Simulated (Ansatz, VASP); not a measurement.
# BaH4: VASP beside Ansatz

```
Ba H
1.0
     2.29082    1.32260    3.53625
    -2.29082    1.32260    3.53625
     0.00000   -2.64521    3.53625
Ba H
1 4
Direct
  0.00000 0.00000 0.00000
  0.74087 0.74087 0.74087
  0.25913 0.25913 0.25913
  0.46369 0.46369 0.46369
  0.53631 0.53631 0.53631
```

The cell was built by a generator and needn't be a form met in nature.

Alike in both runs: functional PBEsol; k mesh 5 × 5 × 5; occupations fermi-dirac, width 0.05 eV; no spin polarisation.

|  | VASP | Ansatz |
| --- | --- | --- |
| version | VASP 6.6.1 | Ansatz 0.2.0 |
| potentials or method | VASP PAW PBE potentials, release 64 (Ba_sv, H) | Ansatz PAW |
| plane-wave cutoff (eV) | 520 | 420 |
| valence electrons in the cell | 14 | 14 |
| task | single point | band structure |

```csv
,VASP,Ansatz,Ansatz less VASP
gap on the k mesh at the Fermi level (eV),2.39,2.55,+0.160
least direct gap on the mesh (eV),2.93,3.00,+0.069
pressure (GPa),-1.2,-1.6,-0.42
largest component of the traceless stress (GPa),0.60,0.62,+0.021
rms of the force components (eV/Å),0.169,0.172,+0.0030
```

Atom by atom the forces differ by 0.003 eV/Å (rms over components).

Caveats: spin-orbit coupling is left out, which moves the levels of the heavy elements; the PAW data sets were made with another functional, which shifts forces and pressure a little (VASP); an odd mesh through Γ misses points on the zone boundary, where band edges often lie (VASP); the k mesh misses the band edges, so the gap on the mesh is wider than the one along the path (Ansatz); the PAW data sets come from PBE, with cores solved anew for the run's functional, which leaves a small shift of forces and pressure (Ansatz). PBEsol gaps usually lie below the measured ones, often by a third to a half.
